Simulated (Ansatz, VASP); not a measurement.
AlPt in VASP and in Ansatz

Contents of INCAR:

```
PREC     = Accurate       # precision mode
ENCUT    = 520            # plane-wave cutoff, eV
EDIFF    = 1E-7           # SCF threshold, eV
ISMEAR   = -1             # smearing method
SIGMA    = 0.05           # smearing width, eV
LREAL    = False          # projectors in reciprocal space
LASPH    = True           # aspherical terms in the spheres
NELM     = 60             # most SCF steps
ALGO     = Normal         # electronic algorithm
ISIF     = 2              # what is computed and relaxed
LWAVE    = False          # write WAVECAR
LCHARG   = False          # write CHGCAR
GGA      = CA             # functional
NBANDS   = 14             # bands
```

Contents of KPOINTS:

```
Automatic mesh
0
Gamma
  12 12 12
```

POSCAR

```
AlPt
1.0
    3.0915460000      0.0000000000      0.0000000000
    0.0000000000      3.0915460000      0.0000000000
    0.0000000000      0.0000000000      3.0915460000
Al Pt
1 1
Direct
    0.0000000000      0.0000000000      0.0000000000
    0.5000000000      0.5000000000      0.5000000000
```

Input for Ansatz:

```yaml
crystal:
  lattice:
    - [3.091546, 0.0, 0.0]
    - [0.0, 3.091546, 0.0]
    - [0.0, 0.0, 3.091546]
  atoms:
    - { symbol: Al, position: [0.0, 0.0, 0.0] }
    - { symbol: Pt, position: [0.5, 0.5, 0.5] }
kpoints:
  mp_grid: { grid: [12, 12, 12] }
  band_path:
    path:
      - [0.0, 0.0, 0.0]
      - [0.0, 0.5, 0.0]
      - [0.5, 0.5, 0.0]
      - [0.0, 0.0, 0.0]
      - [0.5, 0.5, 0.5]
      - [0.0, 0.5, 0.0]
      - [0.5, 0.5, 0.5]
      - [0.5, 0.5, 0.0]
    npoints: 14
scf:
  occupations: { method: fermi_dirac, width: 0.05 }
hamiltonian:
  xc: lda
  pseudopotentials: { kind: all_electron, lapw: { basis_error: 0.001 } }
output:
  forces: true
  stress: true
  eigenvalues: true
  populations: true
```

Measurements of this composition are mostly on another form, of space group No. 198.

Alike in both runs: task single point; functional LDA; k mesh 12 × 12 × 12; occupations fermi-dirac, width 0.05 eV; no spin polarisation.

|  | VASP | Ansatz |
| --- | --- | --- |
| version | VASP 6.6.1 | Ansatz 0.2.0 |
| potentials or method | VASP PAW LDA potentials, release 64 (Al, Pt) | all-electron LAPW, scalar-relativistic |
| plane-wave cutoff (eV) | 520 | see its input |

Ansatz gave:

* pressure (GPa): -9.7

Task: Which values does VASP return?

Result: Pressure (GPa): -9.3.

Ansatz ran all-electron here, so the differences hold the error of VASP's frozen core and of both bases.

The runs have no spin-orbit coupling, so splittings on Pt are missing.
